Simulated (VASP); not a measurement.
Wanted: the native input for a VASP 6.6.1 run.

```yaml
Task: relaxation of cell and atoms
Functional: r2SCAN
Dispersion: rVV10
Potentials_or_basis: VASP PAW PBE potentials, release 64 (Sr_sv, O)
Cutoff: 600 eV
k_mesh: 10 × 10 × 10
Occupations: gaussian, width 0.02 eV
Spin: no spin polarisation
Further_INCAR_settings: ALGO = Normal; EDIFF = 1e-07; IBRION = 2; EDIFFG = -0.005; NSW = 40; ISIF = 3
```

The structure of SrO lies in POSCAR:

```
SrO
1.0
    0.0000000000      2.5650000000      2.5650000000
    2.5650000000      0.0000000000      2.5650000000
    2.5650000000      2.5650000000      0.0000000000
Sr O
1 1
Direct
    0.0000000000      0.0000000000      0.0000000000
    0.5000000000      0.5000000000      0.5000000000
```

The cell was built by a generator and needn't be a form met in nature.

These files were run (other wordings do the same):

INCAR

```
  PREC = Accurate
  ENCUT = 600
  EDIFF = 1E-7
  ISMEAR = 0
  SIGMA = 0.02
  LREAL = False
  LASPH = True
  NELM = 120
  ALGO = Normal
  ISIF = 3
  LWAVE = False
  LCHARG = False
  METAGGA = R2SCAN
  LMIXTAU = True
  LUSE_VDW = True
  IVDW_NL = 2
  BPARAM = 11.95
  CPARAM = 0.0093
  IBRION = 2
  NSW = 40
  EDIFFG = -0.005
  KPAR = 4
```

KPOINTS

```
Automatic mesh
0
Gamma
  10 10 10
```

Potentials or basis: VASP PAW PBE potentials, release 64 (Sr_sv, O).

The run is started by

```bash
$ cat potpaw_PBE.64/Sr_sv/POTCAR potpaw_PBE.64/O/POTCAR > POTCAR
$ mpirun -np 4 vasp_std > vasp.out
```

It gave:

```json
{
  "Relaxed volume": "17.08 Å³/atom",
  "Relaxed cell": "a = 3.642 Å, b = 3.642 Å, c = 3.642 Å, α = 60.00°, β = 60.00°, γ = 60.00°",
  "Space group after relaxing (to 0.05 Å)": "Fm-3m (No. 225)",
  "Energy gained by relaxing": "0.8 meV/atom",
  "Ionic steps": "3",
  "Pressure after relaxing": "0.0 GPa",
  "Band gap on the k mesh": "3.70 eV, indirect (least direct gap 3.79 eV)"
}
```

Caveat: the PAW data sets were made with another functional, which shifts forces and pressure a little.

Wall time 2.9 min on 4 MPI ranks on Intel(R) Xeon(R) 6975P-C (Granite Rapids), with other jobs on the host, peak memory 0.29 GiB a rank.
